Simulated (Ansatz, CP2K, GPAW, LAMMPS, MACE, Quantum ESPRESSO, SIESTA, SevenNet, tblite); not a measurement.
# What went wrong? CP2K on amorphous TiO2 (84 atoms)

Program: CP2K 2026.2, a calculation on a cell of 28 Ti and 56 O, 12.9 Å³ an atom.

Input file input.inp:

```
&GLOBAL
  PROJECT cell
  RUN_TYPE ENERGY_FORCE
  PRINT_LEVEL LOW
&END GLOBAL
&FORCE_EVAL
  METHOD QS
  STRESS_TENSOR ANALYTICAL
  &DFT
    BASIS_SET_FILE_NAME BASIS_MOLOPT
    POTENTIAL_FILE_NAME GTH_POTENTIALS
    &MGRID
      CUTOFF 800
      REL_CUTOFF 50
      NGRIDS 5
    &END MGRID
    &QS
      EPS_DEFAULT 1.0E-12
    &END QS
    &SCF
      SCF_GUESS ATOMIC
      EPS_SCF 1.0E-06
      MAX_SCF 25
      &OT
        MINIMIZER DIIS
        PRECONDITIONER FULL_ALL
        ENERGY_GAP 0.001
      &END OT
      &OUTER_SCF
        EPS_SCF 1.0E-06
        MAX_SCF 2
      &END OUTER_SCF
      &PRINT
        &RESTART OFF
        &END RESTART
      &END PRINT
    &END SCF
    &XC
      &XC_FUNCTIONAL PBE
      &END XC_FUNCTIONAL
    &END XC
    &PRINT
      &MULLIKEN ON
      &END MULLIKEN
      &HIRSHFELD ON
        SHAPE_FUNCTION DENSITY
      &END HIRSHFELD
      &MO_CUBES
        NHOMO 1
        NLUMO 4
        WRITE_CUBE F
      &END MO_CUBES
    &END PRINT
  &END DFT
  &SUBSYS
    &CELL
      A 10.27383 0.00000 0.00000
      B 0.00000 10.27383 0.00000
      C 0.00000 0.00000 10.27383
    &END CELL
    &TOPOLOGY
      COORD_FILE_NAME structure.xyz
      COORD_FILE_FORMAT XYZ
    &END TOPOLOGY
    &KIND Ti
      BASIS_SET DZVP-MOLOPT-SR-GTH-q12
      POTENTIAL GTH-PBE-q12
    &END KIND
    &KIND O
      BASIS_SET DZVP-MOLOPT-XX-GTH
      POTENTIAL GTH-PBE-q6
    &END KIND
  &END SUBSYS
  &PRINT
    &FORCES ON
    &END FORCES
    &STRESS_TENSOR ON
    &END STRESS_TENSOR
  &END PRINT
&END FORCE_EVAL
```

Input file structure.xyz:

```xyz
84

Ti 7.48572 6.22758 7.73291
Ti 1.06108 1.58001 3.50214
Ti 4.82182 4.88582 0.03555
Ti 2.20672 7.79835 8.88440
Ti 9.68709 2.85869 6.26550
Ti 0.47989 5.12407 0.19212
Ti 3.43793 7.38092 1.84806
Ti 6.05529 9.52610 2.58705
Ti 1.81888 5.36335 6.73182
Ti 1.65727 2.24853 8.60896
[... 70 atom lines left out ...]
O 0.97293 0.68516 9.72315
O 8.25009 7.27521 9.00624
O 3.82063 9.00522 8.49769
O 0.94910 8.81864 7.99283
```

Run with:

```bash
OMP_NUM_THREADS=1 mpirun -np 4 cp2k.psmp -i input.inp > output.txt
```

Log:

```text
CP2K| version string:                                       CP2K version 2026.2
 CP2K| Input file name                                                 input.inp
 GLOBAL| Basis set file name                                        BASIS_MOLOPT
 GLOBAL| Potential file name                                      GTH_POTENTIALS
 GLOBAL| Run type                                                   ENERGY_FORCE
 GLOBAL| Total number of message passing processes                             4
 GLOBAL| Number of threads for this process                                    1
 *   ___                                                                       *
 *  /   \                                                                      *
 * [ABORT]                                                                     *
 *  \___/    The requested basis set <DZVP-MOLOPT-XX-GTH> for element <O> was  *
 *    |               not found in the basis set files <BASIS_MOLOPT>          *
 *  O/|                                                                        *
 * /| |                                                                        *
```

Wall time 0.77 s (4 MPI ranks of Arm Neoverse V1, shared host); peak memory 0.59 GiB.

Banners, paths, timers and routine set-up lines are dropped from the logs unmarked, and long logs keep their key lines alone; longer cuts are marked.

**Question.** Which part of the input is at fault, and how is it mended?

A basis that the file lacks: basis DZVP-MOLOPT-XX-GTH for O. Mend: name a basis that the basis file holds for this element.

The program stopped at the start.

[Also dropped from logs without a mark: logging warnings of Python, and SIESTA's first energy breakdown and zero terms.]

[Logs are printed without paths, hosts, clocks, repeated set-up lines and the standing remarks that a program may print on its own settings, such as how far it seeks lower states.]

[Hosts, paths, dates, database ids (printed as entryN), source tags and the programs' standing remarks are cut or masked in the printed files.]
